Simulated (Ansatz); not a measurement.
**ZrN in Ansatz: convergence with k mesh**

Input of the first run (k mesh 2 × 2 × 2); the others differ in this setting and in those tied to it:

Contents of input.yaml:

```yaml
crystal:
  lattice:
    - [0.0, 2.3, 2.3]
    - [2.3, 0.0, 2.3]
    - [2.3, 2.3, 0.0]
  atoms:
    - { symbol: Zr, position: [0.5, 0.5, 0.5] }
    - { symbol: "N", position: [0.0, 0.0, 0.0] }
kpoints:
  mp_grid: { grid: [2, 2, 2] }
scf:
  occupations: { method: fermi_dirac, width: 0.05 }
hamiltonian:
  xc: lda
  pseudopotentials: { kind: all_electron, lapw: { basis_error: 0.001 } }
output:
  forces: true
  stress: true
  eigenvalues: true
```

Potentials or basis: all-electron LAPW, scalar-relativistic.

Run with:

```bash
$ ansatz run input.yaml --threads 1 --pin off --max-ram 3072MiB --backend cpu --events-out ev --progress --plain --runs-dir out
```

Hardware: 1 thread of Arm Neoverse V2, on a shared host.

```csv
k mesh,"energy less the tightest run, at zero smearing (meV/atom)",pressure (GPa),SCF cycles,CPU time (s),peak memory (GiB)
2 × 2 × 2,38.10,-12.88,9,1.2,0.21
4 × 4 × 4,8.74,-12.30,9,2,0.22
5 × 5 × 5,-6.29,-12.66,9,2.2,0.22
6 × 6 × 6,-16.94,-12.77,9,3,0.23
8 × 8 × 8,8.33,-12.34,9,4.5,0.26
10 × 10 × 10,-0.22,-12.56,10,7.1,0.29
12 × 12 × 12,-5.66,-12.64,7,8.7,0.32
14 × 14 × 14,0.00,-12.54,10,16,0.39
```

Not settled before the last step: the energy (to 1 meV/atom), the pressure (to 0.1 GPa). Meshes of other sizes hit other points, so gaps and Fermi surfaces needn't settle smoothly. The tightest run that finished is the yardstick and may itself not be fully converged.
